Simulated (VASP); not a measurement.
## Ca: single point with BLYP

The system is Ca.

```
Ca
1.0
     3.57130    0.00000    0.00000
     0.00000    3.57130    0.00000
     0.00000    0.00000    3.57130
Ca
1
Direct
  0.00000 0.00000 0.00000
```

This isn't the form of Ca at room conditions, which is fcc.

```json
{"Program": "VASP 6.6.1", "Task": "single point", "Functional": "BLYP", "Potentials or basis": "VASP PAW PBE potentials, release 64 (Ca_sv)", "Cutoff": "520 eV", "k mesh": "15 × 15 × 15", "Occupations": "fermi-dirac, width 0.1 eV", "Spin": "no spin polarisation", "Dipole correction": "no", "Further INCAR settings": "ALGO = Normal; EDIFF = 1e-07; NBANDS = 11"}
```

| Item | Value |
| --- | --- |
| Pressure | 0.0 GPa |
| Band gap on the k mesh | none (metal or under the smearing width) |

Levels at points of the mesh, in eV from the Fermi level:
| k point | band 3 | band 4 | band 5 | band 6 | band 7 | band 8 |
| --- | --- | --- | --- | --- | --- | --- |
| (0.00, 0.00, 0.00) | -23.29 | -23.29 | -3.72 | 0.70 | 0.70 | 3.67 |

It took 25 s on 1 thread of Intel(R) Xeon(R) 6975P-C (Granite Rapids), on a shared host, peak memory 0.19 GiB.

Caveat: the PAW data sets were made with another functional, which shifts forces and pressure a little.
